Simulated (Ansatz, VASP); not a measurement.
Given: the input of a run of Ansatz 0.2.0 on Au (Gold). 

File input.yaml:

```yaml
crystal:
  lattice:
    - [0.0, 2.035, 2.035]
    - [2.035, 0.0, 2.035]
    - [2.035, 2.035, 0.0]
  atoms:
    - { symbol: Au, position: [0.0, 0.0, 0.0] }
hamiltonian:
  xc: pbe
  pseudopotentials: { kind: paw }
  dispersion: d3bj
kpoints:
  mp_grid: { grid: [11, 11, 11] }
scf:
  occupations: { method: fermi_dirac, width: 0.05 }
output:
  forces: true
  stress: true
relax:
  f_tol: 0.01
  max_steps: 40
  cell: { stress_tol: 0.05 }
```

Potentials or basis: Ansatz PAW.

Run with:

```console
$ ansatz run input.yaml --threads 2 --pin off --max-ram 5632MiB --backend cpu --events-out ev --progress --plain --runs-dir out
```

Problem. Translate it to VASP 6.6.1. Potentials or basis there: PBE PAW files Au, 600 eV.

Solution. As run (cutoffs and basis follow the program's own potentials, and thresholds, step limits or extra output files can differ):

Contents of INCAR:

```
SYSTEM = Au
  PREC = Accurate
  ENCUT = 600
  EDIFF = 1E-7
  ISMEAR = -1
  SIGMA = 0.05
  LREAL = .FALSE.
  LASPH = .TRUE.
  NELM = 60
  ALGO = Normal
  ISIF = 3
  LWAVE = .FALSE.
  LCHARG = .FALSE.
  GGA = PE
  IVDW = 12
  IBRION = 2
  NSW = 60
  EDIFFG = -0.01
```

The input KPOINTS:

```
Automatic mesh
0
G
  11 11 11
  0 0 0
```

File POSCAR:

```
Au
1.0
    0.0000000000      2.0350000000      2.0350000000
    2.0350000000      0.0000000000      2.0350000000
    2.0350000000      2.0350000000      0.0000000000
Au
1
Direct
    0.0000000000      0.0000000000      0.0000000000
```

Potentials or basis: VASP PAW PBE potentials, release 64 (Au).

Run with:

```console
$ cat potpaw_PBE.64/Au/POTCAR > POTCAR
$ mpirun -np 1 vasp_std > vasp.out
```

Both were run:

|  | Ansatz | VASP |
| --- | --- | --- |
| Relaxed volume | 17.26 Å³/atom | 17.24 Å³/atom |
| Relaxed cell | a = 2.901 Å, b = 2.901 Å, c = 2.901 Å, α = 60.00°, β = 60.00°, γ = 60.00° | a = 2.900 Å, b = 2.900 Å, c = 2.900 Å, α = 60.00°, β = 60.00°, γ = 60.00° |
| Space group after relaxing | Fm-3m (No. 225) | Fm-3m (No. 225) |
| Pressure after relaxing | 0.0 GPa | 0.0 GPa |

Ansatz's pressure holds a Pulay term of +0.06 GPa for its cutoff of 420 eV, which the other run lacks.

The potentials hold 19 and 11 valence electrons a cell.

Where Ansatz's input types no cutoff or centring, it takes its own default and a Γ-centred mesh.

Pressure is positive in compression.
